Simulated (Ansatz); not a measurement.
# Stack of 1T-SnSSe under TiGe2As4, upper layer turned by 180° in a perpendicular field, part 2 of 4

Wanted: the out-of-plane response of the stack of 1T-SnSSe under TiGe2As4, upper layer turned by 180°. A positive field points along +c.

Ansatz 0.2.0; plane-wave DFT, PBE-D3(BJ), Ansatz PAW (the session's first sound run).

So far. Step 2 (Relaxation): The lattice constant a goes from 3.758 to 3.736 Å.

## 3. Atoms held, field 0, start network

A sawtooth potential applies the field, turning back in the middle of the vacuum. With the dipole correction the typed value is the field outside the slab. The induced dipole is small, so the SCF threshold is tight.

The cell differs from the one that the last finished run ended in (c 59.763 → 34.797 Å).

input.yaml reads:

```yaml
crystal:
  lattice:
    - [3.736098913, 0.0, 0.0]
    - [-1.8680494565, 3.2355565697, 0.0]
    - [0.0, 0.0, 34.7967518649]
  atoms:
    - { symbol: Se, position: [0.6666666667, 0.3333333333, 0.2586448308] }
    - { symbol: Sn, position: [0.0, 0.0, 0.3052869631] }
    - { symbol: S, position: [0.3333333333, 0.6666666667, 0.3475305364] }
    - { symbol: As, position: [0.3333333333, 0.6666666667, 0.4524762577] }
    - { symbol: Ge, position: [0.0, 0.0, 0.4856497688] }
    - { symbol: As, position: [0.0, 0.0, 0.555550141] }
    - { symbol: Ti, position: [0.3333333333, 0.6666666667, 0.5968817937] }
    - { symbol: As, position: [0.0, 0.0, 0.6383112884] }
    - { symbol: Ge, position: [0.0, 0.0, 0.7081170865] }
    - { symbol: As, position: [0.3333333333, 0.6666666667, 0.7413551692] }
kpoints:
  mp_grid: { grid: [12, 12, 1] }
  band_path:
    path: [[0, 0, 0], [0.5, 0, 0], [0.33333333, 0.33333333, 0], [0, 0, 0]]
    npoints: 16
hamiltonian:
  xc: pbe
  dispersion: d3bj
scf:
  occupations: { method: fermi_dirac, width: 0.02585 }
  convergence: { dr2_threshold: 1.0e-10 }
efield:
  axis: 3
  dipole_correction: true
  ramp_position: 0.97
  ramp_width: 0.06
  amplitude: 0
output:
  dos: { projected: true, e_range: [-6, 5] }
  bader: true
  write_potential: true
  write_density: true
  volumetric_format: npy
  elf: true
```

Command:

```sh
$ ansatz run input.yaml --threads 4 --pin off --max-ram 12288MiB --backend cpu --events-out ev --progress --plain --runs-dir out
```

Numbers of over 12 decimals in the logs are rounded to 6 here.

The program printed:

```text
[...]
Crystal: 10 atoms, lattice volume = 420.636 Å³
Basis set: ecut = 420 eV, 8277 PW (Γ)
Bands: 82, of which v1, the nominal top of the filled ones, is band 68 counted from 1 (67 counted from 0)
Symmetry: 6 space group operations
[...]
k-points: 19 of 144 (time reversal used)
[...]
SCF iter   1: F=—  HF=-42914.996933 eV  |F-HF|=—  |Δ(HF+E_count)|=         —  Δρ=3.89e-3  dr2=1.01e-1  ethr=1.77e-3  p=0.010 e·Å  D=4.29e-3 V/Å  ΔV_dip=-0.15 eV  dr2_dipole=4.13e-3  V_vac-E_F(+/−)=5.06/5.21 eV  ⟨swp⟩=7.0  Hψ=6262  notcnv=0  defer=41
efield: sawtooth ramp at fractional position 0.9700 (set: `efield.ramp_position`, or a place that a band, a saddle search or an elastic batch's reference lends), width 0.0600; the density the first Hamiltonian is built on has a dipole p = 0.010 e·Å; the dipole correction subtracts the counter field D = 4.29e-3 V/Å, which shifts the + side's vacuum level by -0.15 eV against the − side's; the planar-averaged density in the ramp window peaks in size at 2.4e-5 e/Å³
[...]
SCF iter   2: F=—  HF=-42915.187089 eV  |F-HF|=—  |Δ(HF+E_count)|=   1.90e-1  Δρ=7.00e-3  dr2=4.06e0  ethr=7.46e-5  p=0.006 e·Å  D=2.55e-3 V/Å  ΔV_dip=-0.09 eV  dr2_dipole=1.08e0  V_vac-E_F(+/−)=5.39/5.48 eV  ⟨swp⟩=3.9  Hψ=3333  notcnv=0  defer=137
[...]
SCF iter  14: F=-42914.989212 eV  HF=-42914.989212 eV  |F-HF|=6.55e-11  |Δ(HF+E_count)|=  2.18e-10  Δρ=1.07e-7  dr2=3.69e-11  ethr=1.00e-12  p=0.001 e·Å  D=2.94e-4 V/Å  ΔV_dip=-0.01 eV  dr2_dipole=7.35e-15  V_vac-E_F(+/−)=5.08/5.09 eV  ⟨swp⟩=10.9  Hψ=6320  notcnv=0
SCF 1 converged in 14 iterations: F = -42914.989212 eV  dr2 = 3.69e-11
[...]
NSCF: frozen V_eff on 49 k-points
efield: sawtooth ramp at fractional position 0.9700 (kept from the solve that this one continues, or follows in the run), width 0.0600; the density the first Hamiltonian is built on has a dipole p = 0.001 e·Å; the dipole correction subtracts the counter field D = 2.94e-4 V/Å, which shifts the + side's vacuum level by -0.01 eV against the − side's; the planar-averaged density in the ramp window peaks in size at 1.0e-5 e/Å³
[...]
SCF converged after 14 iterations
Free energy (F): -42914.989212 eV
[...]
Internal energy: -42914.986301 eV  (E = F + TS)
E sigma→0 (E₀):  -42914.987757 eV
Entropy (-TS):   -0.002912 eV (-0.291 meV/atom)
Fermi energy:    2.436977 eV
Dipole field:    D = 0.000294 V/Å  (p = 0.000684 e·Å, saw-weighted, corrected)
Work function:   Φ+ = 5.0793 eV   Φ− = 5.0895 eV
Levels:          The Fermi level and band energies are counted from a zero that moves with the ramp; work functions are not
[...]
--- Band table (eV; the first three rows and the last of 19) ---
  k-point 0: bands = [... 64 lower, 2.1512, 2.1512, 2.5079, 2.5079, 3.1044, 3.4691, 4.2362, 4.3597, ... 10 higher]
  k-point 1: bands = [... 64 lower, 1.9182, 1.9832, 2.3450, 2.3995, 3.2681, 3.6962, 4.7487, 4.8235, ... 10 higher]
  k-point 2: bands = [... 64 lower, 1.6664, 1.7522, 2.0197, 2.1440, 3.1869, 3.8993, 4.5779, 4.6381, ... 10 higher]
  k-point 18: bands = [... 64 lower, 0.4466, 0.6210, 1.1629, 1.8081, 3.3178, 3.4691, 3.7432, 3.8316, ... 10 higher]
--- Bader charges: 10 sites ---
  site symbol  charge [e]  shift [e]
     0     Se     -0.6364     0.0010
     1     Sn      1.3996     0.0019
     2      S     -0.7838     0.0009
     3     As     -0.2668     0.0000
     4     Ge      0.4090     0.0001
     5     As     -0.8342     0.0011
     6     Ti      1.4223     0.0021
     7     As     -0.8318     0.0011
     8     Ge      0.4121     0.0001
     9     As     -0.2900     0.0000
  estimated error of the sums over rays = 7.7e-4 e
```

The job ended after 83 s (4 threads of Arm Neoverse V1, shared host; peak memory 1.8 GiB; 5.5 min of CPU time).

This step gave:

```
energy at zero smearing   : -42914.9878 eV
work function, upper face : 5.079 eV
dipole along the normal   : 6.84e-4 e·Å
```

Running mean over a fixed 2.8 Å (it still follows the layers) of the planar mean; the ramp of the sawtooth is left out. The electron's electrostatic potential energy less the Fermi level by z:

z (Å), electron's electrostatic potential energy less the Fermi level (eV) and a bar from the least value:
```
        4       5.09 ##############################
        5       5.09 ##############################
        6       5.05 ##############################
        7       4.26 ###########################
        8       1.43 ###################
        9      -1.90 ########
       10      -3.62 ###
       11      -4.37 #
       12      -2.56 ######
       13       0.65 ################
       14       2.80 #######################
       15       0.41 ################
       16      -3.61 ###
       17      -3.32 ####
       18      -1.63 #########
       19      -1.05 ###########
       20      -4.06 ##
       21      -4.65 
       22      -2.74 ######
       23      -0.73 ############
       24      -2.73 ######
       25      -3.96 ##
       26      -2.01 ########
       27       2.17 #####################
       28       4.54 ############################
       29       5.05 ##############################
       30       5.08 ##############################
       31       5.08 ##############################
```

The density of states has structure finer than the step of the table below, so its rows give means over 0.25 eV, whole bins alone (the curve runs from -6 to 1.99 eV). Peaks (eV: height): -4.260: 13.1, -2.140: 13.3, -1.950: 15.8, -1.620: 18.5, -1.290: 16.5, -0.790: 23.1, 1.440: 12.2.

Table of density of states by energy, zero at the Fermi level; means over each step:

```
energy (eV)  density of states (states/eV a cell)
      -5.75                                 0.639
      -5.50                                  1.86
      -5.25                                  1.54
      -5.00                                  2.20
      -4.75                                 0.903
      -4.50                                  1.66
      -4.25                                  7.19
      -4.00                                  5.01
      -3.75                                  5.54
      -3.50                                  6.92
      -3.25                                  7.22
      -3.00                                  4.34
      -2.75                                  5.41
      -2.50                                  4.68
      -2.25                                  9.44
      -2.00                                  10.6
      -1.75                                  9.19
      -1.50                                  8.52
      -1.25                                  8.51
      -1.00                                  7.19
      -0.75                                  10.1
      -0.50                                  3.28
      -0.25                                  1.26
       0.00                                  1.05
       0.25                                  2.65
       0.50                                  4.41
       0.75                                  3.20
       1.00                                  2.35
       1.25                                  2.97
       1.50                                  4.88
       1.75                                  4.24
```

Projected DOS per atom over height of the atomic layer and energy from the Fermi level. Layers: Se Sn S As Ge As Ti As Ge As from below.

Ten even steps from '_' (0.00 states/eV) to '@' (2.89 states/eV), each cell a mean:
```
______..____@@__....
........____++__....
::::::______________
......______++______
____________##______
____________::______
__________......____
______==..****++__--
--__..::..--==--__::
**__==::..::::::..--
**__++--..::::--..==
++__==--::--::--::--
..__::::..........::
..__::::............
--::==::..::..::....
::..--....::..::....
....::....::..::....
............__......
......______________
::::::______________
____________________
____________________
```
Columns: height of the atomic layer (Å) from 9 to 25.8 (not evenly spaced); rows upwards: energy from the Fermi level (eV) from -5.96 to 1.96.

The electronic bands at the labelled points (eV, zero at the Fermi level):

```csv
point,band 65,band 66,band 67,band 68,band 69,band 70,band 71,band 72
Γ,-0.29,-0.29,0.07,0.07,0.67,1.03,1.80,1.92
halfway,-1.08,-0.82,-0.67,-0.59,0.50,1.09,1.87,1.97
M,-1.34,-1.26,-1.06,-0.44,-0.04,0.06,1.44,1.60
halfway,-1.72,-1.58,-1.25,-0.80,0.47,0.77,1.34,1.70
K,-1.99,-1.82,-1.27,-0.63,0.88,1.03,1.31,1.39
halfway,-1.38,-1.04,-0.78,-0.67,0.49,1.40,2.00,2.17
Γ,-0.29,-0.29,0.07,0.07,0.67,1.03,1.80,1.92
```

Valence density in the ca plane at fractional y = 1.000, with atoms of Sn and Ge and As within 0.2 Å of it. It is the smooth field of the valence electrons, not physical close to the nuclei.

Ten steps, logarithmic in the rise over the least value, from '0' (0 e/Å³) to '9' (36 e/Å³), each cell a mean:
```
00002577420000000000013785212587411125874212
00001344210000000000012332111244211113442111
00011111111000000000011111000111110011111000
01111000011100000000111100000000000000000000
01111000011100000000111000000000000000000000
01111000011100000000111000000000000000000000
00111111111000000000111110000011100011110000
00001232210000000000011221101122210112221101
00001465410000000000012564112466311124663112
00012577520000000000014996212698511126985223
```
Columns run along c (16.0 Å, from fractional 0.24 to 0.70 of the cell), rows up along a (3.7 Å). Atoms in or near the plane, at fractional coordinates: Sn at (0.31, 0.00), Ge at (0.49, 0.00), As at (0.56, 0.00), As at (0.64, 0.00).

Electrostatic potential energy in the ca plane at fractional y = 1.000, with atoms of Sn and Ge and As within 0.2 Å of it. With pseudopotentials it is smooth inside the atoms' cores, unlike the true potential.

Ten even steps from '0' (-22 eV) to '9' (8 eV), each cell a mean:
```
99999999999999998527992479999999997300004626
99999999999999998732432689999999998620026752
99999999999999988865346789999999988765578886
99999999999999887887778888999999987778889999
99999999999999876788888877899999876678999999
99999999999999877788888878899999877778899999
99999999999999988876667888999999988777788988
99999999999999998752224789999999998742257864
99999999999999998624871589999999998400005634
99999999999999998528994379999999997300003528
```
Columns run along c (16.0 Å, from fractional 0.10 to 0.56 of the cell; values clipped at the 3rd and 97th percentile), rows up along a (3.7 Å). Atoms in or near the plane, at fractional coordinates: Sn at (0.31, 0.00), Ge at (0.49, 0.00), As at (0.56, 0.00).

ELF in the ca plane at fractional y = 1.000, with atoms of Sn and Ge and As within 0.2 Å of it. It is the smooth field of the valence electrons, not physical close to the nuclei.

Values, 6 rows by 16 columns, each cell a mean:
```
0.00 0.00 0.00 0.00 0.00 0.01 0.05 0.21 0.15 0.18 0.15 0.02 0.02 0.15 0.30 0.20
0.00 0.00 0.00 0.00 0.00 0.09 0.38 0.50 0.29 0.31 0.47 0.19 0.09 0.41 0.55 0.41
0.00 0.00 0.00 0.00 0.01 0.24 0.67 0.68 0.30 0.39 0.72 0.40 0.21 0.63 0.53 0.27
0.00 0.00 0.00 0.00 0.01 0.20 0.62 0.66 0.31 0.38 0.68 0.36 0.18 0.59 0.56 0.34
0.00 0.00 0.00 0.00 0.00 0.05 0.24 0.39 0.26 0.27 0.34 0.11 0.06 0.30 0.48 0.37
0.00 0.00 0.00 0.00 0.00 0.01 0.03 0.18 0.11 0.15 0.13 0.01 0.01 0.12 0.24 0.14
```
Columns run along c (16.0 Å, from fractional 0.05 to 0.51 of the cell), rows up along a (3.7 Å). Atoms in or near the plane, at fractional coordinates: Sn at (0.31, 0.00), Ge at (0.49, 0.00).

The work function of the upper face is 5.08 eV.

## 4. Atoms held, field 0.03 V/Å

Changes to input.yaml since step 3:

```diff
@@ -32,6 +32,4 @@
   ramp_width: 0.06
-  amplitude: 0
+  amplitude: 0.03
 output:
-  dos: { projected: true, e_range: [-6, 5] }
-  bader: true
   write_potential: true
@@ -39,2 +37 @@
   volumetric_format: npy
-  elf: true
```

The program printed:

```text
[...]
Crystal: 10 atoms, lattice volume = 420.636 Å³
Basis set: ecut = 420 eV, 8277 PW (Γ)
Bands: 82, of which v1, the nominal top of the filled ones, is band 68 counted from 1 (67 counted from 0)
Symmetry: 6 space group operations
[...]
k-points: 19 of 144 (time reversal used)
[...]
k-point 0: bands = [... 64 lower, 2.1554, 2.1554, 2.5105, 2.5105, 3.1048, 3.4670, 4.2422, 4.3626, ... 10 higher]
  k-point 1: bands = [... 64 lower, 1.9224, 1.9873, 2.3473, 2.4019, 3.2705, 3.6914, 4.7563, 4.8252, ... 10 higher]
  k-point 2: bands = [... 64 lower, 1.6699, 1.7553, 2.0229, 2.1463, 3.1894, 3.8946, 4.5841, 4.6400, ... 10 higher]
  k-point 18: bands = [... 64 lower, 0.4459, 0.6145, 1.1671, 1.8114, 3.3197, 3.4646, 3.7459, 3.8334, ... 10 higher]
[key lines of the parts left out:]
SCF converged after 18 iterations
Free energy (F): -42914.989797 eV
Fermi energy:    2.438090 eV
Dipole field:    D = 0.016477 V/Å  (p = 0.038302 e·Å, saw-weighted, corrected)
```

Wall time 65 s (4 threads); peak memory 1.6 GiB; 4.3 min of CPU time.

The dipole is 0.0383 e·Å.

## 5. Atoms held, field -0.03 V/Å

Changes to input.yaml since step 4:

```diff
@@ -32,3 +32,3 @@
   ramp_width: 0.06
-  amplitude: 0.03
+  amplitude: -0.03
 output:
```

The program printed:

```text
[...]
Crystal: 10 atoms, lattice volume = 420.636 Å³
Basis set: ecut = 420 eV, 8277 PW (Γ)
Bands: 82, of which v1, the nominal top of the filled ones, is band 68 counted from 1 (67 counted from 0)
Symmetry: 6 space group operations
[...]
k-points: 19 of 144 (time reversal used)
[...]
k-point 0: bands = [... 64 lower, 2.1468, 2.1468, 2.5052, 2.5052, 3.1039, 3.4713, 4.2299, 4.3568, ... 10 higher]
  k-point 1: bands = [... 64 lower, 1.9138, 1.9789, 2.3426, 2.3969, 3.2655, 3.7010, 4.7408, 4.8217, ... 10 higher]
  k-point 2: bands = [... 64 lower, 1.6626, 1.7488, 2.0163, 2.1415, 3.1842, 3.9042, 4.5714, 4.6361, ... 10 higher]
  k-point 18: bands = [... 64 lower, 0.4474, 0.6276, 1.1585, 1.8046, 3.3158, 3.4737, 3.7404, 3.8297, ... 10 higher]
[key lines of the parts left out:]
SCF converged after 17 iterations
Free energy (F): -42914.989756 eV
Fermi energy:    2.435665 eV
Dipole field:    D = -0.015884 V/Å  (p = -0.036924 e·Å, saw-weighted, corrected)
```

Wall time 65 s (4 threads); peak memory 1.6 GiB.

The dipole is -0.0369 e·Å.

## 6. Atoms held, field 0.15 V/Å

Changes to input.yaml since step 5:

```diff
@@ -30,5 +30,5 @@
   dipole_correction: true
-  ramp_position: 0.97
-  ramp_width: 0.06
-  amplitude: -0.03
+  ramp_position: 0.9681
+  ramp_width: 0.0635
+  amplitude: 0.15
 output:
```

The program printed:

```text
[...]
Crystal: 10 atoms, lattice volume = 420.636 Å³
Basis set: ecut = 420 eV, 8277 PW (Γ)
Bands: 82, of which v1, the nominal top of the filled ones, is band 68 counted from 1 (67 counted from 0)
Symmetry: 6 space group operations
[...]
k-points: 19 of 144 (time reversal used)
[...]
k-point 0: bands = [... 64 lower, 2.1716, 2.1716, 2.5197, 2.5197, 3.1048, 3.4595, 4.2640, 4.3741, ... 10 higher]
  k-point 1: bands = [... 64 lower, 1.9384, 2.0033, 2.3555, 2.4106, 3.2788, 3.6732, 4.7852, 4.8311, ... 10 higher]
  k-point 2: bands = [... 64 lower, 1.6835, 1.7672, 2.0349, 2.1544, 3.1984, 3.8765, 4.6069, 4.6474, ... 10 higher]
  k-point 18: bands = [... 64 lower, 0.4438, 0.5895, 1.1835, 1.8241, 3.3261, 3.4471, 3.7562, 3.8393, ... 10 higher]
[key lines of the parts left out:]
SCF converged after 17 iterations
Free energy (F): -42915.003430 eV
Fermi energy:    2.441628 eV
Dipole field:    D = 0.081274 V/Å  (p = 0.188929 e·Å, saw-weighted, corrected)
```

Elapsed: 64 s, on 4 threads; peak memory 1.6 GiB.

The dipole is 0.189 e·Å.

## 7. Single point, field 0.25 V/Å

Changes to input.yaml since step 6:

```diff
@@ -32,3 +32,3 @@
   ramp_width: 0.0635
-  amplitude: 0.15
+  amplitude: 0.25
 output:
```

The program printed:

```text
[...]
Crystal: 10 atoms, lattice volume = 420.636 Å³
Basis set: ecut = 420 eV, 8277 PW (Γ)
Bands: 82, of which v1, the nominal top of the filled ones, is band 68 counted from 1 (67 counted from 0)
Symmetry: 6 space group operations
[...]
k-points: 19 of 144 (time reversal used)
[...]
k-point 0: bands = [... 64 lower, 2.1843, 2.1843, 2.5266, 2.5266, 3.1026, 3.4536, 4.2796, 4.3841, ... 10 higher]
  k-point 1: bands = [... 64 lower, 1.9508, 2.0158, 2.3613, 2.4171, 3.2844, 3.6576, 4.8075, 4.8352, ... 10 higher]
  k-point 2: bands = [... 64 lower, 1.6940, 1.7760, 2.0440, 2.1603, 3.2050, 3.8609, 4.6226, 4.6543, ... 10 higher]
  k-point 18: bands = [... 64 lower, 0.4419, 0.5684, 1.1962, 1.8340, 3.3306, 3.4319, 3.7641, 3.8433, ... 10 higher]
[key lines of the parts left out:]
SCF converged after 17 iterations
Free energy (F): -42915.028602 eV
Fermi energy:    2.443676 eV
Dipole field:    D = 0.135295 V/Å  (p = 0.314504 e·Å, saw-weighted, corrected)
```

Elapsed: 63 s, on 4 threads; peak memory 1.6 GiB; 4.1 min of CPU time.

The dipole is 0.315 e·Å.

## 8. Single point, field -0.25 V/Å

Changes to input.yaml since step 7:

```diff
@@ -32,4 +32,6 @@
   ramp_width: 0.0635
-  amplitude: 0.25
+  amplitude: -0.25
 output:
+  dos: { projected: true, e_range: [-6, 5] }
+  bader: true
   write_potential: true
@@ -37 +39,2 @@
   volumetric_format: npy
+  elf: true
```

The program printed:

```text
[...]
Crystal: 10 atoms, lattice volume = 420.636 Å³
Basis set: ecut = 420 eV, 8277 PW (Γ)
Bands: 82, of which v1, the nominal top of the filled ones, is band 68 counted from 1 (67 counted from 0)
Symmetry: 6 space group operations
[...]
k-points: 19 of 144 (time reversal used)
[...]
--- Bader charges: 10 sites ---
  site symbol  charge [e]  shift [e]
     0     Se     -0.6213     0.0010
     1     Sn      1.4012     0.0019
     2      S     -0.7866     0.0009
     3     As     -0.2636     0.0000
     4     Ge      0.4090     0.0000
     5     As     -0.8356     0.0011
     6     Ti      1.4218     0.0021
     7     As     -0.8302     0.0011
     8     Ge      0.4142     0.0001
     9     As     -0.3089     0.0000
  estimated error of the sums over rays = 7.7e-4 e
[key lines of the parts left out:]
SCF converged after 16 iterations
Free energy (F): -42915.028098 eV
Fermi energy:    2.410815 eV
Dipole field:    D = -0.133698 V/Å  (p = -0.310791 e·Å, saw-weighted, corrected)
```

Elapsed: 89 s, on 4 threads; peak memory 1.8 GiB; 5.9 min of CPU time.

The dipole is -0.311 e·Å.

[end of part 2 of 4]

[Logs are printed without paths, hosts, clocks, repeated set-up lines and the standing remarks that a program may print on its own settings, such as how far it seeks lower states.]

[Hosts, paths, dates, database ids (printed as entryN), source tags and the programs' standing remarks are cut or masked in the printed files.]

[Maps of the electrostatic potential energy from Ansatz leave out the sawtooth potential of an applied field or a dipole correction, so their vacuum need not be flat; planar profiles and work functions include it.]

[The density of states shown here was stored with 400 of the rows of the run's finer table, so its peaks can read low, often by over a quarter, or be missed, and its means over a window can be off by a tenth or more.]
